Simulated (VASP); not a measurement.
# Ba (Cmmm) in VASP: further runs

The runs below take Ba through relaxation of cell and atoms, single point, with PBE+D3(BJ).

Everything below comes from runs of VASP 6.6.1. Logs are shortened: lines on timing, memory, paths and dates and some standing lists are left out, and cuts for length are marked.

## 1. Starting point

The structure is orthorhombic, space group Cmmm (No. 65). The conventional cell has a = 3.910 Å, b = 7.300 Å, c = 5.700 Å, α = 90.00°, β = 90.00°, γ = 90.00°. Ba (site symmetry mmm) has 6 Ba at 3.91 to 4.14 Å as nearest neighbours.

This isn't the form of Ba at room conditions, which is bcc.

## 2. Relaxation of cell and atoms, PBE+D3(BJ)

The input, INCAR:

```
SYSTEM = Ba
ALGO = Fast
EDIFF = 1E-7
EDIFFG = -0.005
ENCUT = 600
GGA = PE
IBRION = 2
ISIF = 3
ISMEAR = 0
IVDW = 12
LASPH = .TRUE.
LCHARG = .FALSE.
LREAL = .FALSE.
LWAVE = .FALSE.
NELM = 60
NSW = 100
PREC = Accurate
SIGMA = 0.1
```

The input, KPOINTS:

```
k-points
0
G
  12 12 8
  0 0 0
```

The input, POSCAR:

```
Ba
1.0
    1.9550000000     -3.6500000000      0.0000000000
    1.9550000000      3.6500000000      0.0000000000
    0.0000000000      0.0000000000      5.7000000000
Ba
1
Direct
    0.0000000000      0.0000000000      0.0000000000
```

Potentials or basis: VASP PAW PBE potentials, release 64 (Ba_sv).

Started as:

```console
cat potpaw_PBE.64/Ba_sv/POTCAR > POTCAR
mpirun -np 1 vasp_std > vasp.out
```

OUTCAR:

```text
SYSTEM = Ba
   EDIFF = 1E-7
   EDIFFG = -0.005
   ENCUT = 600
   GGA = PE
   IBRION = 2
   ISIF = 3
   ISMEAR = 0
   IVDW = 12
   LASPH = .TRUE.
   LREAL = .FALSE.
   NELM = 60
   NSW = 100
   PREC = Accurate
 IVDW          = 12

 ion  position               nearest neighbor table
   1  0.000  0.000  0.000-

  LATTYP: Found a base centered orthorhombic cell.
 ALAT       =     3.9100000000
 B/A-ratio  =     1.8670076726
 C/A-ratio  =     1.4578005115

  Lattice vectors:

 A1 = (   1.9550000000,  -3.6500000000,   0.0000000000)
 A2 = (   1.9550000000,   3.6500000000,   0.0000000000)
 A3 = (   0.0000000000,   0.0000000000,   5.7000000000)

Analysis of symmetry for initial positions (statically):
=====================================================================
 Subroutine PRICEL returns:
 Original cell was already a primitive cell.

 Routine SETGRP: Setting up the symmetry group for a
 base centered orthorhombic supercell.

 Subroutine GETGRP returns: Found  8 space group operations
 (whereof  8 operations were pure point group operations)
 out of a pool of  8 trial point group operations.

The static configuration has the point symmetry D_2h.

Analysis of symmetry for dynamics (positions and initial velocities):
=====================================================================
 Subroutine PRICEL returns:
 Original cell was already a primitive cell.

 Routine SETGRP: Setting up the symmetry group for a
 base centered orthorhombic supercell.

 Subroutine GETGRP returns: Found  8 space group operations
 (whereof  8 operations were pure point group operations)
 out of a pool of  8 trial point group operations.

The dynamic configuration has the point symmetry D_2h.

 Subroutine INISYM returns: Found  8 space group operations
 (whereof  8 operations are pure point group operations),
 and found     1 'primitive' translations

----------------------------------------------------------------------------------------

                                     Primitive cell

  volume of cell :      81.3476

  direct lattice vectors                    reciprocal lattice vectors
     1.955000000 -3.650000000  0.000000000     0.255754476 -0.136986301  0.000000000
     1.955000000  3.650000000  0.000000000     0.255754476  0.136986301  0.000000000
     0.000000000  0.000000000  5.700000000     0.000000000  0.000000000  0.175438596

  length of vectors
     4.140594764  4.140594764  5.700000000     0.290130313  0.290130313  0.175438596

  position of ions in fractional coordinates (direct lattice)
     0.000000000  0.000000000  0.000000000

  ion indices of the primitive-cell ions
   primitive index   ion index
                 1           1

----------------------------------------------------------------------------------------

 KPOINTS: k-points

Automatic generation of k-mesh.
 Grid dimensions read from file:
 generate k-points for:   12   12    8

 Generating k-lattice:

  Cartesian coordinates                     Fractional coordinates (reciprocal lattice)
     0.021312873 -0.011415525  0.000000000     0.083333333  0.000000000  0.000000000
     0.021312873  0.011415525  0.000000000     0.000000000  0.083333333  0.000000000
     0.000000000  0.000000000  0.021929825     0.000000000  0.000000000  0.125000000

  Length of vectors
     0.024177526  0.024177526  0.021929825

  Shift w.r.t. Gamma in fractional coordinates (k-lattice)
     0.000000000  0.000000000  0.000000000

 Subroutine IBZKPT returns following result:
 ===========================================

 Found    215 irreducible k-points:

 Following reciprocal coordinates:
            Coordinates               Weight
  0.000000  0.000000  0.000000      1.000000
  0.083333  0.000000  0.000000      4.000000
  0.166667  0.000000  0.000000      4.000000
  0.250000  0.000000  0.000000      4.000000
  0.333333  0.000000  0.000000      4.000000
  0.416667  0.000000  0.000000      4.000000
[... 16 lines left out ...]
  0.500000  0.166667  0.000000      4.000000
 -0.416667  0.166667  0.000000      4.000000
 [... further k-points ...]
   k-points           NKPTS =    215   k-points in BZ     NKDIM =    215   number of bands    NBANDS=      9
   number of dos      NEDOS =    301   number of ions     NIONS =      1
   total plane-waves  NPLWV =  62208
   dimension x,y,z NGX =    36 NGY =   36 NGZ =   48
   dimension x,y,z NGXF=    72 NGYF=   72 NGZF=   96
   ions per type =               1
   NGX,Y,Z   is equivalent  to a cutoff of  14.45, 14.45, 14.00 a.u.
   NGXF,Y,Z  is equivalent  to a cutoff of  28.91, 28.91, 28.00 a.u.
 SYSTEM =  Ba
   PREC   = accura    normal or accurate (medium, high low for compatibility)
   ISTART =      0    job   : 0-new  1-cont  2-samecut
   ICHARG =      2    charge: 1-file 2-atom 10-const
   ISPIN  =      1    spin polarized calculation?
   LNONCOLLINEAR =      F non collinear calculations
   LSORBIT =      F    spin-orbit coupling
   LASPH  =      T    aspherical Exc in radial PAW
   ENCUT  =  600.0 eV  44.10 Ry    6.64 a.u.   8.27  8.27 11.38*2*pi/ulx,y,z
   NELM   =     60;   NELMIN=  2; NELMDL= -5     # of ELM steps
   EDIFF  = 0.1E-06   stopping-criterion for ELM
   LREAL  =      F    real-space projection
   EDIFFG = -.5E-02   stopping-criterion for IOM
   NSW    =    100    number of steps for IOM
   IBRION =      2    ionic relax: 0-MD 1-quasi-New 2-CG
   NFREE  =      1    steps in history (QN), initial steepest desc. (CG)
   ISIF   =      3    stress and relaxation
   ISYM   =      2    0-nonsym 1-usesym 2-fastsym
   POTIM  = 0.5000    time-step for ionic-motion
   TEBEG  =    0.0;   TEEND  =   0.0 temperature during run
   PSTRESS=    0.0 pullay stress
   NELECT =      10.0000    total number of electrons
   NUPDOWN=      -1.0000    fix difference up-down
   EMIN   =  10.00;   EMAX   =-10.00  energy-range for DOS
   EFERMI =   0.00;   METHOD = LEGACY
   ISMEAR =     0;   SIGMA  =   0.10  broadening in eV -4-tet -1-fermi 0-gaus
   EFERMI_NEDOS =   21; number of points for ismear=-14 and -15
   IALGO  =     68    algorithm
   IMIX   =      4    mixing-type and parameters
     AMIX     =   0.40;   BMIX     =  1.00
     AMIX_MAG =   1.60;   BMIX_MAG =  1.00
  volume/ion in A,a.u.               =      81.35       548.96
  Fermi-wavevector in a.u.,A,eV,Ry     =   0.814004  1.538245  9.015260  0.662603
  Thomas-Fermi vector in A             =   1.923832
   LORBIT       =      0    0 simple, 1 ext, 2 COOP (PROOUT), +10 PAW based schemes
   GGA     = PE    functional components
   LHFCALC =     F    Hartree Fock is set to
   AEXX    =    0.0000 exact exchange contribution
   IVDW    =    12    specifies the selected vdW correction
   LEPSILON=     F    determine dielectric tensor
   LRPA    =     F    only Hartree local field effects (RPA)
 conjugate gradient relaxation of ions
 non-spin polarized calculation
 RMM-DIIS sequential band-by-band and
 Gauss-broadening in eV      SIGMA  =   0.10
  energy-cutoff  :      600.00
  volume of cell :       81.35
 maximum number of plane-waves:      2738
 NGX is ok and might be reduce to    36
   NGX = 17   NGY = 17   NGZ = 23

--------------------------------------- Ionic step        1  -------------------------------------------

 number of electron      10.0000000 magnetization

 Free energy of the ion-electron system (eV)
  ---------------------------------------------------
  ext. energy  EPLUGINS =         0.00000000
  ---------------------------------------------------
  free energy    TOTEN  =        -1.32236651 eV

  energy without entropy =       -1.30741358  energy(sigma->0) =       -1.31489005

------------------------ aborting loop because EDIFF is reached ----------------------------------------

 Edisp (eV)   -0.14832

 E8    (eV) :    -0.0847

  FORCE on cell =-STRESS in cart. coord.  units (eV):
  Direction    XX          YY          ZZ          XY          YZ          ZX
  --------------------------------------------------------------------------------------
  -------------------------------------------------------------------------------------
  Total       1.20293     0.47147    -1.31107     0.00000     0.00000     0.00000
  in kB      23.69218     9.28588   -25.82206     0.00000     0.00000     0.00000
  external pressure =        2.39 kB  Pullay stress =        0.00 kB
[... 94 lines left out ...]
  FREE ENERGIE OF THE ION-ELECTRON SYSTEM (eV)
  ---------------------------------------------------
  free  energy   TOTEN  =        -1.7549189510 eV

  energy  without entropy=       -1.7456944460  energy(sigma->0) =       -1.75030670

[... ionic steps 4 to 10 ...]

--------------------------------------- Ionic step       11  -------------------------------------------

 number of electron       9.9999999 magnetization

------------------------ aborting loop because EDIFF is reached ----------------------------------------

 Edisp (eV)   -0.21598

 E8    (eV) :    -0.1250
[... 69 lines left out ...]
--------------------------------------- Ionic step       13  -------------------------------------------

 number of electron       9.9999999 magnetization

 number of electron      10.0000000 magnetization

 Free energy of the ion-electron system (eV)
  ---------------------------------------------------
  ext. energy  EPLUGINS =         0.00000000
  ---------------------------------------------------
  free energy    TOTEN  =        -1.72147676 eV

  energy without entropy =       -1.71476806  energy(sigma->0) =       -1.71812241

 E-fermi :   1.9253     XC(G=0):  -7.6190

 val. band max:        1.9234849468   @ k =   0.4167   0.0000   0.2500
 cond. band min:       1.9412063281   @ k =  -0.4167   0.4167   0.3750
 fundamental gap:      0.0177213813
 Fermi energy:         1.9253356515

 k-point     1 :       0.0000    0.0000    0.0000
  band No.  band energies     occupation
      1     -27.1289      2.00000
      2     -12.0002      2.00000
      3     -11.9998      2.00000
      4     -11.9255      2.00000
      5      -0.8337      2.00000
      6       1.9787      0.45073
      7       3.6574      0.00000
      8       3.6630      0.00000
      9       7.0295      0.00000
[... 265 lines left out ...]
 k-point    24 :      -0.4167    0.1667    0.0000
  band No.  band energies     occupation
      1     -27.0787      2.00000
      2     -12.4797      2.00000
      3     -12.1873      2.00000
      4     -11.8664      2.00000
      5       0.9952      2.00000
      6       2.2086      0.00006
      7       2.7398      0.00000
      8       5.2126      0.00000
      9       5.8855      0.00000

 [... further k-points ...]

------------------------ aborting loop because EDIFF is reached ----------------------------------------

 Edisp (eV)   -0.21524

 E8    (eV) :    -0.1245

  FORCE on cell =-STRESS in cart. coord.  units (eV):
  Direction    XX          YY          ZZ          XY          YZ          ZX
  --------------------------------------------------------------------------------------
  -------------------------------------------------------------------------------------
  Total       0.00470     0.00135    -0.00230     0.00000     0.00000     0.00000
  in kB       0.12778     0.03668    -0.06272     0.00000     0.00000     0.00000
  external pressure =        0.03 kB  Pullay stress =        0.00 kB
[... 16 lines left out ...]
  FREE ENERGIE OF THE ION-ELECTRON SYSTEM (eV)
  ---------------------------------------------------
  free  energy   TOTEN  =        -1.9367217458 eV

  energy  without entropy=       -1.9300130406  energy(sigma->0) =       -1.93336739

 reached required accuracy - stopping structural energy minimisation
```

Wall time 24 min (1 thread of AMD EPYC 9R45 (Zen 5), shared host); peak memory 0.4 GiB.

Results:

```
Free energy                            : -1.9367 eV
Relaxed volume                         : 58.88 Å³/atom
Relaxed cell                           : a = 4.191 Å, b = 4.191 Å, c = 3.871 Å, α = 90.00°, β = 90.00°, γ = 120.02°
Space group after relaxing (to 0.05 Å) : P6/mmm (No. 191)
Energy gained by relaxing              : 466.0 meV/atom
Ionic steps                            : 13
Pressure after relaxing                : 0.0 GPa
Band gap on the k mesh                 : none (metal or under the smearing width)
Dispersion energy per atom             : -0.215 eV
```

Step by step:
| step | energy change (eV) | largest force (eV/Å) | pressure (GPa) | volume (Å³) |
| --- | --- | --- | --- | --- |
| 1 | 0.0000 | 0.0000 | 0.24 | 81.35 |
| 2 | -0.1395 | 0.0000 | -0.49 | 82.46 |
| 3 | -0.2842 | 0.0000 | -1.38 | 82.81 |
| 4 | -0.3101 | 0.0000 | -1.58 | 82.40 |
| 5 | -0.4026 | 0.0000 | -1.08 | 69.76 |
| 6 | -0.4027 | 0.0000 | -1.05 | 69.39 |
| 7 | -0.4611 | 0.0000 | -0.31 | 61.24 |
| 8 | -0.4646 | 0.0000 | -0.05 | 59.27 |
| 9 | -0.4647 | 0.0000 | 0.00 | 58.93 |
| 10 | -0.4656 | 0.0000 | 0.01 | 58.82 |
| 11 | -0.4660 | 0.0000 | 0.03 | 58.68 |
| 12 | -0.4660 | 0.0000 | 0.03 | 58.69 |
| 13 | -0.4660 | 0.0000 | 0.00 | 58.88 |

Final structure:
```cif
data_structure
_symmetry_space_group_name_H-M 'P 1'
_symmetry_Int_Tables_number 1
_cell_length_a 4.1911
_cell_length_b 4.1911
_cell_length_c 3.8715
_cell_angle_alpha 90.000
_cell_angle_beta 90.000
_cell_angle_gamma 120.023
_cell_volume 58.88
loop_
_atom_site_label
_atom_site_type_symbol
_atom_site_fract_x
_atom_site_fract_y
_atom_site_fract_z
_atom_site_occupancy
Ba1 Ba 0.00000 0.00000 0.00000 1
```

Caveat: the volume moved by over 15 % at a fixed basis, so the end points are rough; the volume moved by -28 % from the deposited cell, more than functionals usually miss; pairwise dispersion overbinds metals, which lowers pressure and volume. The run has no spin-orbit coupling, so splittings on Ba are missing.

(Part 1 of 2 ends here.)
